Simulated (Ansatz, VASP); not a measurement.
# Cross-check of GaAs between VASP and Ansatz, part 2 of 2

Wanted: the spread between two codes on one cell, functional and k mesh. The cell is taken from a series of VASP runs on this material, whose earlier steps may have relaxed, scaled or displaced it; both programs get it as it stands.

VASP 6.6.1 and Ansatz 0.2.0.

So far. Step 2 (VASP: band structure, HSE06): Spin-orbit coupling is off here; it would split degenerate levels, and it lifts a valence top of As p states by about 0.1 eV.

## (3) Ansatz: band structure, HSE06

Level of this step: Ansatz beside VASP: Kohn-Sham DFT, plane waves, HSE06 (Ansatz).

Ansatz runs on its default PAW (the set named soft_2) files.

The same cell, functional, mesh and smearing now go to Ansatz, which takes its cutoff from its data sets.

The input, input.yaml:

```yaml
crystal:
  lattice:
    - [0.0, 2.8722583366, 2.8722583366]
    - [2.8722583366, 0.0, 2.8722583366]
    - [2.8722583366, 2.8722583366, 0.0]
  atoms:
    - { symbol: Ga, position: [0.0, 0.0, 0.0] }
    - { symbol: As, position: [0.25, 0.25, 0.25] }
hamiltonian:
  xc: { exchange: pbe, correlation: pbe, exx: { coeff: 0.25, omega: 0.2 } }
  pseudopotentials: { kind: paw }
kpoints:
  mp_grid: { grid: [4, 4, 4] }
  band_path:
    path:
      - [0.0, 0.0, 0.0]
      - [0.5, 0.0, 0.5]
      - [0.5, 0.2, 0.7]
      - [0.4, 0.35, 0.75]
      - [0.15, 0.15, 0.3]
      - [0.2, 0.2, 0.2]
      - [0.55, 0.4, 0.55]
      - [0.6, 0.25, 0.65]
      - [0.5, 0.25, 0.75]
      - [0.5, 0.5, 0.5]
      - [0.375, 0.375, 0.75]
      - [0.5, 0.0, 0.5]
    npoints: 1
scf:
  occupations: { method: gaussian, width: 0.05 }
  n_extra_bands: 7
output:
  forces: true
  stress: true
  eigenvalues: true
```

Command:

```console
ansatz run input.yaml --threads 4 --pin off --max-ram 9216MiB --backend cpu --events-out ev --progress --plain --runs-dir out
```

Numbers of over 12 decimals in the logs are rounded to 6 here.

The log of the run:

```text
Warning: output.stress: scf.convergence.dr2_threshold = 1e-7 eV (the SCF's general default) is looser than the 2e-10 eV advised for a printed stress (1e-10 eV for each atom of the cell: 2). What an SCF threshold leaves in a stress goes as its square root, and in the free energy as the threshold itself, and one threshold admits the most on a small cell: [figures from the program's tests cut] Set scf.convergence.dr2_threshold to 2e-10 eV or tighter. The threshold is an SCF's pass mark: one that does not reach it within its budget of iterations ends unconverged, or closes short of it on a stop that the run arms, and scf.convergence.dr2_threshold's page says what that costs each kind of run
Warning: output.stress: scf.exx.energy_threshold = 1e-6 eV is looser than the 2e-8 eV advised for a stress under a hybrid functional (1e-8 eV for each atom of the cell: 2). Every SCF of the exchange loop can meet its threshold on dr2 while the loop round them stops early: no threshold on dr2 bounds what that leaves in the stress. Set scf.exx.energy_threshold to 2e-8 eV or tighter. The threshold is the loop's pass mark: a loop that does not reach it within its budget of cycles ends unconverged, and scf.exx.energy_threshold's page has the law
scf.n_extra_bands = 7 over 14 filled bands (N_el = 28.0): the run solves 21 bands
Engine: ansatz 0.2.0, aarch64-unknown-linux-gnu
Pseudopotentials: kind: paw
Pseudopotential: Ga, paw, valence charge 13, recommended cutoff 420 eV (normal), Ga.paw.azcp
Pseudopotential: As, paw, valence charge 15, recommended cutoff 420 eV (normal), As.paw.azcp
Functional definition: unnamed
  parameter a_1 = 0.25
  parameter omega_1 = 0.2/angstrom
  exchange = pbe_x + (-a_1)*pbe_x_sr(omega_1) + a_1*exact_x_sr(omega_1)
  correlation = pbe_c
Crystal: 2 atoms, lattice volume = 47.392 Å³
Basis set: ecut = 420 eV, 941 PW (Γ), exchange–correlation on 60×60×60 points (8 copies of the dense FFT grid, shifted against one another)
Bands: 21, of which v1, the nominal top of the filled ones, is band 14 counted from 1 (13 counted from 0)
Symmetry: 24 space group operations
Space group: F-43m (ITA 216), of the structure as read, at distance tolerance 3.6e-5 Å
k-points: 8 of 64 (time reversal used)
Non-local potential: Ga, projectors of the file, l = 0: 2, l = 1: 2, l = 2: 3, l = 3: 1
Non-local potential: As, projectors of the file, l = 0: 2, l = 1: 2, l = 2: 3, l = 3: 1
PAW form: soft (Blöchl's): semilocal exchange-correlation on the pseudo side does not see the compensation charge
PAW frozen core: Ga, regenerated for the run's functional, and the local potential with it (the file was generated under x = pbe(κ = 0.804, μ = 0.219515), c = pbe(β = 0.066725))
PAW frozen core: As, regenerated for the run's functional, and the local potential with it (the file was generated under x = pbe(κ = 0.804, μ = 0.219515), c = pbe(β = 0.066725))
PAW one-centre angular grid: Ga, 590 points (default); XC on 64 Gauss nodes
PAW one-centre angular grid: As, 590 points (default); XC on 64 Gauss nodes
Initial density: superposition of atomic densities (neutral atoms: chi_scale 0, normalization atom), corrected by the library's trained network
Initial wavefunctions: pseudopotential atomic-orbital guess
Functional: x = pbe(κ = 0.804, μ = 0.219515), c = pbe(β = 0.066725), warm-up for x = pbe(κ = 0.804, μ = 0.219515) + 0.25 (exact − pbe) at short range (hse, ω = 0.2 Å⁻¹), c = pbe(β = 0.066725)
SCF iter   1: F=—  HF=-8639.686426 eV  |F-HF|=—  |Δ(HF+E_count)|=         —  Δρ=1.55e-3  dr2=4.80e-4  ethr=1.77e-3  ⟨swp⟩=7.8  Hψ=699  notcnv=0
preconditioner: auto → none  [insulator: Δε(μ)=0.157 eV  Ē_g=17.772 eV  σ=0.050 eV  W_gap=0.97  n_scr=14 (ndim 8)  ℏωp=22.9 eV  f_vac=0.103  D(μ)=0.10/eV (n_scr^D=0)]
SCF iter   2: F=—  HF=-8639.686528 eV  |F-HF|=—  |Δ(HF+E_count)|=   1.03e-4  Δρ=6.16e-4  dr2=7.92e-5  ethr=1.71e-6  ⟨swp⟩=4.6  Hψ=494  notcnv=0  defer=1
SCF iter   3: F=—  HF=-8639.686570 eV  |F-HF|=—  |Δ(HF+E_count)|=   4.14e-5  Δρ=2.10e-4  dr2=1.07e-5  ethr=2.83e-7  ⟨swp⟩=3.0  Hψ=309  notcnv=0
iter 4 solved again at ethr=2.59e-9 eV; its pass at ethr=3.83e-8 eV (dr2=7.26e-7 eV) is discarded
SCF iter   4: F=-8639.686572 eV  HF=-8639.686572 eV  |F-HF|=8.86e-8  |Δ(HF+E_count)|=   1.94e-6  Δρ=4.55e-5  dr2=7.30e-7  ethr=2.59e-9  ⟨swp⟩=3.1  Hψ=673  notcnv=0
SCF 1 stopped early in 4 iterations: F = -8639.686572 eV  dr2 = 7.30e-7
  greatest PAW one-centre occupation: 0.999 electrons in one spin orbital (limit 2), on the As atom at site 1 (counted from 0), in its partial waves of l = 2
Initial density: handed on by an earlier stage of this run
Initial wavefunctions: those handed on with the density
Functional: x = pbe(κ = 0.804, μ = 0.219515) + 0.25 (exact − pbe) at short range (hse, ω = 0.2 Å⁻¹), c = pbe(β = 0.066725)
Exchange kernel: α = 0.2500, screened, ω = 0.2000 Å⁻¹, Wigner–Seitz truncation, v(0) = 1105.5316 eV·Å³, q-mesh 4×4×4, nearest image of the exchange supercell L = 16.25 Å, pair-density grid 15×15×15, without the augmentation charges, whose exchange is taken in its separable form by FFT convolution over the k-point mesh (sized by the pseudopotential files, 24×24×24 at the most), smooth part of the exact exchange by density-matrix convolution
Frozen-core exchange: fock
SCF iter   1: F=—  HF=-8641.458280 eV  |F-HF|=—  |Δ(HF+E_count)|=         —  Δρ=1.28e-2  dr2=2.98e-2  ethr=2.61e-8  ⟨swp⟩=9.4  Hψ=927  notcnv=0
preconditioner: auto → none  [insulator: Δε(μ)=0.988 eV  Ē_g=20.610 eV  σ=0.050 eV  W_gap=1.00  n_scr=14 (ndim 8)  ℏωp=22.9 eV  f_vac=0.105  D(μ)=0.00/eV (n_scr^D=0)]
SCF iter   2: F=—  HF=-8641.438310 eV  |F-HF|=—  |Δ(HF+E_count)|=   2.00e-2  Δρ=2.92e-3  dr2=2.45e-3  ethr=2.61e-8  ⟨swp⟩=5.0  Hψ=679  notcnv=0
SCF iter   3: F=—  HF=-8641.447022 eV  |F-HF|=—  |Δ(HF+E_count)|=   8.71e-3  Δρ=3.09e-3  dr2=1.51e-3  ethr=2.61e-8  ⟨swp⟩=5.0  Hψ=627  notcnv=0
SCF iter   4: F=—  HF=-8641.446866 eV  |F-HF|=—  |Δ(HF+E_count)|=   1.56e-4  Δρ=1.10e-3  dr2=2.51e-4  ethr=2.61e-8  ⟨swp⟩=4.0  Hψ=458  notcnv=0
SCF iter   5: F=—  HF=-8641.446876 eV  |F-HF|=—  |Δ(HF+E_count)|=   9.68e-6  Δρ=2.67e-5  dr2=1.35e-5  ethr=2.61e-8  ⟨swp⟩=4.0  Hψ=364  notcnv=0
SCF iter   6: F=—  HF=-8641.447048 eV  |F-HF|=—  |Δ(HF+E_count)|=   1.73e-4  Δρ=2.03e-4  dr2=7.53e-6  ethr=1.93e-9  ⟨swp⟩=4.4  Hψ=585  notcnv=0
SCF iter   7: F=-8641.447042 eV  HF=-8641.447042 eV  |F-HF|=4.68e-7  |Δ(HF+E_count)|=   6.21e-6  Δρ=1.98e-5  dr2=3.05e-7  ethr=1.93e-9  ⟨swp⟩=4.0  Hψ=417  notcnv=0
SCF 2 stopped early in 7 iterations: F = -8641.447042 eV  dr2 = 3.05e-7
hybrid outer 1: dexx = +1.029e-2 eV, tail = 6.45e-5 eV
Exchange kernel: α = 0.2500, screened, ω = 0.2000 Å⁻¹, Wigner–Seitz truncation, v(0) = 1105.5316 eV·Å³, q-mesh 4×4×4, nearest image of the exchange supercell L = 16.25 Å, pair-density grid 15×15×15, without the augmentation charges, whose exchange is taken in its separable form by FFT convolution over the k-point mesh (sized by the pseudopotential files, 24×24×24 at the most), smooth part of the exact exchange by density-matrix convolution
Frozen-core exchange: fock
SCF iter   1: F=—  HF=-8641.447125 eV  |F-HF|=—  |Δ(HF+E_count)|=         —  Δρ=6.69e-5  dr2=2.05e-6  ethr=1.15e-6  ⟨swp⟩=3.9  Hψ=356  notcnv=0
preconditioner: auto → none  [insulator: Δε(μ)=1.087 eV  Ē_g=20.437 eV  σ=0.050 eV  W_gap=1.00  n_scr=14 (ndim 8)  ℏωp=22.9 eV  f_vac=0.104  D(μ)=0.00/eV (n_scr^D=0)]
SCF iter   2: F=—  HF=-8641.447125 eV  |F-HF|=—  |Δ(HF+E_count)|=   4.11e-7  Δρ=2.65e-5  dr2=2.80e-7  ethr=5.33e-9  ⟨swp⟩=4.0  Hψ=491  notcnv=0
SCF iter   3: F=—  HF=-8641.447126 eV  |F-HF|=—  |Δ(HF+E_count)|=   6.49e-7  Δρ=1.59e-5  dr2=1.23e-7  ethr=5.69e-10  ⟨swp⟩=3.4  Hψ=386  notcnv=0  defer=1
SCF iter   4: F=—  HF=-8641.447126 eV  |F-HF|=—  |Δ(HF+E_count)|=   2.68e-8  Δρ=2.17e-6  dr2=3.25e-9  ethr=3.88e-10  ⟨swp⟩=2.9  Hψ=306  notcnv=0
SCF iter   5: F=-8641.447126 eV  HF=-8641.447126 eV  |F-HF|=4.95e-10  |Δ(HF+E_count)|=   5.96e-9  Δρ=5.88e-7  dr2=1.72e-9  ethr=5.25e-12  ⟨swp⟩=4.0  Hψ=511  notcnv=0
SCF 3 converged in 5 iterations: F = -8641.447126 eV  dr2 = 1.72e-9
  Residual-converged pass: ⟨swp⟩=2.0  Hψ=194  notcnv=0  max |occ|·‖R‖ = 1.9e-6 eV (tolerance 2.4e-6 eV)  dr2=1.72e-9  dr2_onsite=5.00e-10  max |Δocc| = 1.8e-61
hybrid outer 2: dexx = +8.118e-7 eV, tail = 3.15e-8 eV, Δε = 2.87e-3 eV (about 9.99e-5 eV left of the loop's levels)
NSCF: frozen V_eff on 12 k-points
hybrid SCF converged: 2 outer / 12 inner (+4 warm-up), last move |dexx| = 8.12e-7 eV, tail = 3.15e-8 eV
Stability not checked: this state was not tested for a lower state beside it, because the functional holds exact exchange (a hybrid, or Hartree-Fock), whose exchange loop this test does not read (fock_operator; see scf.lower_state_search)
Free energy (F): -8641.447126 eV
Frozen-core exchange: fock
Harris-Foulkes:  -8641.447126 eV  (|F-HF|=4.95e-10)
Internal energy: -8641.447126 eV  (E = F + TS)
E sigma→0 (E₀):  -8641.447126 eV
Fermi energy:    7.699576 eV
--- Per-component energies (eV) ---
  E_band       = -402.190640
  E_kinetic    = 216.737526
  E_local      = -3990.388465  (includes V_loc(G=0)·N_el)
  E_nonlocal   = -244.285914
  E_hartree    = 2008.193078
  E_xc         = -118.540845
  E_vxc        = -109.026577  (∫ρ·V_xc dr)
  E_exx        = -109.690364  (= α·E_x^exact, valence–valence)
  E_paw        = -3746.762323  (= ΣΔE_a)
  E_vpaw       = -72.232837  (= ΣTr[D̂ρ^β])
  E_aug_tail   = -0.000112  (compensation charges beyond the density's cutoff)
  E_ewald      = -2656.062843
  E_core_change = -0.646862  (= ΣΔE_core)
  E_smearing   = -0.000000  (= −TS)
  E_closure    = -0.000000  (closes the sum)
  Σ components = -8641.447126   (vs F -8641.447126, Δ=0.00e0)
--- Forces (eV/Å), atoms counted from 1 ---
  atom   1  Ga     0.00000000    -0.00000000     0.00000000
  atom   2  As    -0.00000000     0.00000000     0.00000000
  max |Σ_I F_I| component: 1.99e-16 eV/Å
--- Stress (GPa, compression-positive) ---
       -1.983778       0.000000      -0.000000
        0.000000      -1.983778       0.000000
       -0.000000       0.000000      -1.983778
  P = ⅓ Tr σ = -1.9838 GPa (-19.838 kbar)
--- Band table (eV; the first three rows and the last of 8) ---
  k-point 0: bands = [... 10 lower, -6.4274, 7.1543, 7.1543, 7.1543, 8.2424, 11.6884, 11.6884, 11.6884, ... 3 higher]
  k-point 1: bands = [... 10 lower, -5.7277, 2.8715, 6.4783, 6.4783, 9.2711, 12.5688, 12.5688, 13.8681, ... 3 higher]
  k-point 2: bands = [... 10 lower, -4.6474, 0.2171, 5.9941, 5.9941, 8.8095, 12.6090, 12.6090, 15.7637, ... 3 higher]
  k-point 7: bands = [... 10 lower, -3.8349, 0.1961, 3.5619, 3.7918, 12.5727, 12.6057, 13.3970, 14.0082, ... 3 higher]
```

Elapsed: 21 s, on 4 threads of Arm Neoverse V1, shared host; peak memory 0.73 GiB.

In the SCF lines HF is the Harris–Foulkes energy and dr2 the Hartree energy of the density residual, in eV; the loop may stop once dr2 is under the threshold and the program's other checks hold. Hψ counts applications of the Hamiltonian.

## (4) Comparison

Known differences besides the potentials themselves: exact exchange at q = 0 is treated differently, which shows on coarse meshes; VASP keeps PBE cores, Ansatz makes them for the functional; the data sets hold 28 valence electrons in Ansatz (default PAW (the set named soft_2) files) and 18 in VASP; the cutoff is 420 eV in Ansatz and 400 eV in VASP; VASP takes a coarser grid for exact exchange (PRECFOCK = Fast). Total energies have different zeros and are not compared.

Compared:

| quantity | Ansatz | VASP | difference |
| --- | --- | --- | --- |
| gap over the path points (eV) | 1.088 | 1.082 | +0.006 |

Levels at points of the path, from each program's valence-band top (eV; 3 filled, then empty):

| k (reciprocal lattice) | Ansatz | VASP |
| --- | --- | --- |
| 0.000 0.000 0.000 | 0.00 0.00 0.00 1.09 4.53 4.53 | 0.00 0.00 0.00 1.08 4.54 4.54 |
| 0.500 0.000 0.500 | -7.16 -2.74 -2.74 2.18 2.38 11.15 | -7.14 -2.73 -2.73 2.19 2.39 11.14 |
| 0.500 0.200 0.700 | -6.98 -3.52 -3.31 4.66 4.81 7.14 | -6.97 -3.50 -3.30 4.66 4.81 7.14 |
| 0.400 0.350 0.750 | -6.96 -3.90 -2.40 2.87 5.43 8.47 | -6.94 -3.88 -2.39 2.88 5.43 8.47 |
| 0.150 0.150 0.300 | -3.87 -1.77 -0.42 3.15 5.03 5.25 | -3.87 -1.76 -0.42 3.15 5.03 5.26 |
| 0.200 0.200 0.200 | -3.38 -0.49 -0.49 2.24 5.24 5.24 | -3.38 -0.49 -0.49 2.24 5.25 5.25 |
| 0.550 0.400 0.550 | -6.84 -2.59 -1.50 2.92 5.22 6.28 | -6.83 -2.58 -1.49 2.92 5.23 6.29 |
| 0.600 0.250 0.650 | -6.96 -3.90 -2.40 2.87 5.43 8.47 | -6.94 -3.88 -2.39 2.88 5.43 8.47 |
| 0.500 0.250 0.750 | -6.96 -3.59 -3.36 5.42 5.45 6.24 | -6.95 -3.58 -3.35 5.41 5.46 6.25 |
| 0.500 0.500 0.500 | -6.94 -1.16 -1.16 1.66 5.46 5.46 | -6.92 -1.16 -1.16 1.66 5.46 5.46 |

Among the levels compared at these points, filled levels agree within 14 meV and empty ones within 14 meV.

## (5) Outcome

```yaml
difference_in_gap_over_the_path_points_band_structure_hse06: 0.0062 eV
```

What this shows: The difference in gap over the path points is 0.0062 eV (band structure, HSE06), within the 0.08 eV picked in this series as the mark of a large difference. How closely two codes agree says nothing of how well the functional describes the real material.

[Lines on the potential files, build, host, timing and source positions are cut from VASP's logs without a mark.]

[Logs are printed without paths, hosts, clocks, repeated set-up lines and the standing remarks that a program may print on its own settings, such as how far it seeks lower states.]

[Hosts, paths, dates, database ids (printed as entryN), source tags and the programs' standing remarks are cut or masked in the printed files.]
